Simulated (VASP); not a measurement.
Wanted: the native input for a VASP 6.6.1 run.

| Property | Result |
| --- | --- |
| Task | single point |
| Functional | PBE |
| Potentials or basis | VASP PAW PBE potentials, release 64 (Te, Mo_sv) |
| Cutoff | 520 eV |
| k mesh | 8 × 8 × 2 |
| Occupations | fermi-dirac, width 0.15 eV |
| Spin | no spin polarisation |
| Dipole correction | no |
| Further INCAR settings | ALGO = Normal; EDIFF = 1e-06; NBANDS = 35 |

The structure of Te2Mo lies in POSCAR:

```
Te2Mo
1.0
    3.5182000000      0.0000000000      0.0000000000
   -1.7591000000      3.0468510000      0.0000000000
    0.0000000000      0.0000000000     13.9736000000
Te Mo
4 2
Direct
    0.3333330000      0.6666670000      0.6210000000
    0.6666670000      0.3333330000      0.1210000000
    0.3333330000      0.6666670000      0.8790000000
    0.6666670000      0.3333330000      0.3790000000
    0.3333330000      0.6666670000      0.2500000000
    0.6666670000      0.3333330000      0.7500000000
```

One way to write it, as run:

INCAR

```
SYSTEM = Te2Mo
ALGO = Normal
EDIFF = 1E-6
ENCUT = 520
GGA = PE
ISIF = 2
ISMEAR = -1
LASPH = .TRUE.
LCHARG = .FALSE.
LREAL = .FALSE.
LWAVE = .FALSE.
NBANDS = 35
NELM = 100
PREC = Accurate
SIGMA = 0.15
```

KPOINTS

```
k-points
0
G
  8 8 2
  0 0 0
```

Potentials or basis: VASP PAW PBE potentials, release 64 (Te, Mo_sv).

The run is started by

```console
$ cat potpaw_PBE.64/Te/POTCAR potpaw_PBE.64/Mo_sv/POTCAR > POTCAR
$ mpirun -np 1 vasp_std > vasp.out
```

Results of the run:

- Pressure: 3.0 GPa
- Largest force: 0.195 eV/Å
- Band gap on the k mesh: 0.80 eV, indirect (least direct gap 1.21 eV)

Caveat: spin-orbit coupling is left out, which moves the levels of the heavy elements; this functional lacks dispersion, which binds the layers, so the pressure and a relaxed spacing across them are unreliable.

Wall time 120 s on 1 thread of Intel(R) Xeon(R) Platinum 8488C (Sapphire Rapids) (shared host), peak memory 0.32 GiB.
